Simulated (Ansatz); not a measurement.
The system is KBr.

```
CELL_PARAMETERS angstrom
0.00000 3.30000 3.30000
3.30000 0.00000 3.30000
3.30000 3.30000 0.00000
ATOMIC_POSITIONS crystal
Br 0.50000 0.50000 0.50000
K 0.00000 0.00000 0.00000
```

| Property | Result |
| --- | --- |
| Program | Ansatz 0.2.0 |
| Task | relaxation of cell and atoms |
| Functional | LDA |
| Potentials or basis | all-electron LAPW, scalar-relativistic |
| Basis error allowed | 0.001 eV/atom |
| k mesh | 7 × 7 × 7 |
| Occupations | fermi-dirac, width 0.05 eV |
| Spin | no spin polarisation |

At the start: volume 35.94 Å³/atom.

Task: How do energy, volume and symmetry change on relaxing?

Result: Over 5 steps the energy falls by 20.5 meV/atom and the volume is 32.39 Å³/atom (-9.9 %); space group Fm-3m (No. 225, to 0.05 Å).

Step by step:
```tsv
step	energy change (eV)	largest force (eV/Å)	volume (Å³)
1	0.0000	0.0000	71.87
2	-0.0294	0.0000	68.33
3	-0.0403	0.0000	63.79
4	-0.0410	0.0000	64.78
5	-0.0410	0.0000	64.78
```

Final structure:
```
CELL_PARAMETERS angstrom
0.00000 3.18757 3.18757
3.18757 0.00000 3.18757
3.18757 3.18757 0.00000
ATOMIC_POSITIONS crystal
Br 0.50000 0.50000 0.50000
K 0.00000 0.00000 0.00000
```
